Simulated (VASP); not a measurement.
HfO2:

```
CELL_PARAMETERS angstrom
3.55091 0.00000 0.00000
0.00000 3.55091 0.00000
0.00000 0.00000 5.12937
ATOMIC_POSITIONS crystal
Hf 0.50000 0.50000 0.50000
Hf 0.00000 0.00000 0.00000
O 0.00000 0.50000 0.70245
O 0.50000 0.00000 0.79755
O 0.50000 0.00000 0.29755
O 0.00000 0.50000 0.20245
```

Measurements of this composition are mostly on another form, of space group No. 14.

Base run:

* Program: VASP 6.6.1
* Functional: r2SCAN
* Potentials or basis: VASP PAW PBE potentials, release 64 (Hf_pv, O)
* Cutoff: 520 eV
* k mesh: 6 × 6 × 6
* Occupations: gaussian, width 0.02 eV
* Spin: no spin polarisation

Its results: band gap on the k mesh 5.24 eV, indirect (least direct gap 5.34 eV); pressure 2.2 GPa.

Q: The run is repeated on the same cell with these changes: functional from r2SCAN to PBEsol. What comes out?

A: Band gap on the k mesh 4.59 eV, indirect (least direct gap 4.68 eV); pressure 0.3 GPa.

r2SCAN gives the wider gap, since meta-GGAs in the generalised Kohn-Sham scheme recover part of the derivative discontinuity.

Caveats: the PAW data sets were made with another functional, which shifts forces and pressure a little; spin-orbit coupling is left out, which moves the levels of the heavy elements.

Not every run made on this cell is shown here.
